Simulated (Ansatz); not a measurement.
# Si16H: the cost of one run

Program: Ansatz 0.2.0. Level of theory: DFT PBEsol, plane waves, PAW, scalar-relativistic, collinear spin. These are calculated values, not measurements.

### Step 1. Starting point

The cell holds 17 atoms (HSi16): a = 7.679 Å, b = 7.679 Å, c = 7.679 Å, α = 60.00°, β = 60.00°, γ = 60.00°.

Structure file:

```xyz
17
Lattice="0.0000 5.4300 5.4300 5.4300 0.0000 5.4300 5.4300 5.4300 0.0000" Properties=species:S:1:pos:R:3 pbc="T T T"
Si    0.0000    0.0000    0.0000
Si    1.3575    1.3575    1.3575
Si    2.7150    2.7150    0.0000
Si    4.0725    4.0725    1.3575
Si    2.7150    0.0000    2.7150
Si    4.0725    1.3575    4.0725
Si    5.4300    2.7150    2.7150
Si    6.7875    4.0725    4.0725
Si    0.0000    2.7150    2.7150
Si    1.3575    4.0725    4.0725
Si    2.7150    5.4300    2.7150
Si    4.0725    6.7875    4.0725
Si    2.7150    2.7150    5.4300
Si    4.0725    4.0725    6.7875
Si    5.4300    5.4300    5.4300
Si    6.7875    6.7875    6.7875
H     2.1124    4.7558    6.1071
```

### Step 2. Preparing the start

Input file input.yaml:

```yaml
crystal:
  lattice:
    - [0.0, 5.43, 5.43]
    - [5.43, 0.0, 5.43]
    - [5.43, 5.43, 0.0]
  atoms:
    - { symbol: Si, position: [0.0, 0.0, 0.0] }
    - { symbol: Si, position: [0.125, 0.125, 0.125] }
    - { symbol: Si, position: [0.0, 0.0, 0.5] }
    - { symbol: Si, position: [0.125, 0.125, 0.625] }
    - { symbol: Si, position: [0.0, 0.5, 0.0] }
    - { symbol: Si, position: [0.125, 0.625, 0.125] }
    - { symbol: Si, position: [0.0, 0.5, 0.5] }
    - { symbol: Si, position: [0.125, 0.625, 0.625] }
    - { symbol: Si, position: [0.5, 0.0, 0.0] }
    - { symbol: Si, position: [0.625, 0.125, 0.125] }
    - { symbol: Si, position: [0.5, 0.0, 0.5] }
    - { symbol: Si, position: [0.625, 0.125, 0.625] }
    - { symbol: Si, position: [0.5, 0.5, 0.0] }
    - { symbol: Si, position: [0.625, 0.625, 0.125] }
    - { symbol: Si, position: [0.5, 0.5, 0.5] }
    - { symbol: Si, position: [0.625, 0.625, 0.625] }
    - { symbol: H, position: [0.8057513, 0.3189419, 0.0700893], spin: 1.0 }
magnetization:
  spin_polarized: true
basis:
  ecutwfc: 420.0
kpoints:
  mp_grid: { grid: [2, 2, 2] }
hamiltonian:
  xc: pbesol
scf:
  occupations: { method: fermi_dirac, width: 0.05 }
  lower_state_search: "off"
relax:
  f_tol: 0.08
  max_steps: 25
  adjacent_minimum: "off"
output:
  write_density: true
  write_potential: true
  elf: true
  volumetric_format: npy
```

Command:

```sh
ansatz run input.yaml --threads 1 --pin off --max-ram 3072MiB --backend cpu --events-out ev --progress --plain --runs-dir out
```

What time and memory should one allow on 1 thread of Arm Neoverse V1, shared host?

About 3.7 min, with a peak of 0.69 GiB.
